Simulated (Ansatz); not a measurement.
# HfS2: the cost of one run

Computed with Ansatz 0.2.0 (DFT r2SCAN, scalar-relativistic, plane waves, PAW).

## Step 1: The starting structure

The structure is trigonal, space group P-3m1 (No. 164). The conventional cell has a = 3.651 Å, b = 3.651 Å, c = 6.857 Å, α = 90.00°, β = 90.00°, γ = 120.00°. Hf (site symmetry -3m) has 6 S at 2.56 Å as nearest neighbours. S (site symmetry 3m) has 3 Hf at 2.56 Å as nearest neighbours.

Coordinates:

```xyz
3
Lattice="3.6514 0.0000 0.0000 -1.8257 3.1622 0.0000 0.0000 0.0000 6.8573" Properties=species:S:1:pos:R:3 pbc="T T T"
Hf    0.0000    0.0000    0.0000
S     1.8257    1.0541    5.4105
S     0.0000    2.1081    1.4468
```

The cell was relaxed beforehand at this level, from a generated guess; it is a trial structure. At a tolerance of 0.02 Å it has space group P-3m1 (No. 164); it has 26.39 Å³/atom, an uncorrected energy of -1.58 eV/atom over the elements and, on its mesh, gap 1.25 eV.

## Step 2: The same geometry with r2SCAN

input.yaml reads:

```yaml
crystal:
  lattice:
    - [3.6514094369, -2.9e-09, 0.0]
    - [-1.825704716, 3.1622133334, 0.0]
    - [0.0, 0.0, 6.8573446303]
  atoms:
    - { symbol: Hf, position: [0.0, 0.0, 0.0] }
    - { symbol: S, position: [0.6666666667, 0.3333333333, 0.7890123735] }
    - { symbol: S, position: [0.3333333333, 0.6666666667, 0.2109876265] }
basis:
  ecutwfc: 500
kpoints:
  mp_grid: { grid: [12, 12, 4] }
  band_path:
    path:
      - [[0.0, 0.0, 0.0], [0.5, 0.0, 0.0], [0.33333333, 0.33333333, 0.0], [0.0, 0.0, 0.0], [0.0, 0.0, 0.5], [0.5, 0.0, 0.5], [0.33333333, 0.33333333, 0.5], [0.0, 0.0, 0.5]]
      - [[0.5, 0.0, 0.5], [0.5, 0.0, 0.0]]
      - [[0.33333333, 0.33333333, 0.5], [0.33333333, 0.33333333, 0.0]]
    npoints: 14
hamiltonian:
  xc: r2scan
scf:
  occupations: { method: gaussian, width: 0.02 }
  n_extra_bands: 7
output:
  forces: true
  stress: true
  eigenvalues: true
  populations: true
  dos: { projected: true, de: 0.02, nscf_kmesh: { grid: [18, 18, 6] } }
  bader: true
```

Command:

```
$ ansatz run input.yaml --threads 1 --pin off --max-ram 2560MiB --backend cpu --events-out ev --progress --plain --runs-dir out
```

Q: Estimate wall time and peak memory on 1 thread of Arm Neoverse V1, shared host.

About 80 s, with a peak of 0.65 GiB.
